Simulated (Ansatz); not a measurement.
Set up this calculation in Ansatz 0.2.0, as the native input.

| Property | Result |
| --- | --- |
| Task | band structure |
| Functional | PBEsol |
| Potentials or basis | Ansatz PAW |
| Cutoff | 420 eV (not typed: the program's choice for these potentials) |
| k mesh | 6 × 6 × 6 |
| Occupations | fermi-dirac, width 0.05 eV |
| Spin | spin-orbit coupling, no magnetisation |
| Path | [["G", "X", "W", "K", "G", "L", "U", "W", "L", "K"], ["U", "X"]] |
| Points for each segment of the path | 14 |

InP:

```
CELL_PARAMETERS angstrom
0.00000 2.76883 2.76883
2.76883 0.00000 2.76883
2.76883 2.76883 0.00000
ATOMIC_POSITIONS crystal
In 0.00000 0.00000 0.00000
P 0.50000 0.50000 0.50000
```

Measurements of this composition are mostly on another form, of space group No. 216.

One way to write it, as run:

input.yaml

```yaml
crystal:
  lattice:
    - [0.0, 2.768834, 2.768834]
    - [2.768834, 0.0, 2.768834]
    - [2.768834, 2.768834, 0.0]
  atoms:
    - { symbol: In, position: [0.0, 0.0, 0.0] }
    - { symbol: P, position: [0.5, 0.5, 0.5] }
hamiltonian:
  xc: pbesol
  pseudopotentials: { kind: paw_fr }
magnetization:
  noncollinear: true
  spin_orbit: true
kpoints:
  mp_grid: { grid: [6, 6, 6] }
  band_path:
    path:
      - [[0.0, 0.0, 0.0], [0.5, 0.0, 0.5], [0.5, 0.25, 0.75], [0.375, 0.375, 0.75], [0.0, 0.0, 0.0], [0.5, 0.5, 0.5], [0.625, 0.25, 0.625], [0.5, 0.25, 0.75], [0.5, 0.5, 0.5], [0.375, 0.375, 0.75]]
      - [[0.625, 0.25, 0.625], [0.5, 0.0, 0.5]]
    npoints: 14
scf:
  occupations: { method: fermi_dirac, width: 0.05 }
  n_extra_bands: 6
output:
  forces: true
  stress: true
  eigenvalues: true
  fatbands: true
  write_density: true
  write_potential: true
  elf: true
  volumetric_format: npy
```

Potentials or basis: Ansatz PAW.

Launch:

```console
$ ansatz run input.yaml --threads 2 --pin off --max-ram 5632MiB --backend cpu --events-out ev --progress --plain --runs-dir out
```

Results of the run:

- Pressure: -3.2 GPa
- Band gap on the k mesh: none (metal or under the smearing width)

Caveat: the PAW data sets come from PBE, with cores solved anew for the run's functional, which leaves a small shift of forces and pressure.

Run time: 17 s on 2 threads of Arm Neoverse V1, on a shared host, peak memory 0.44 GiB.
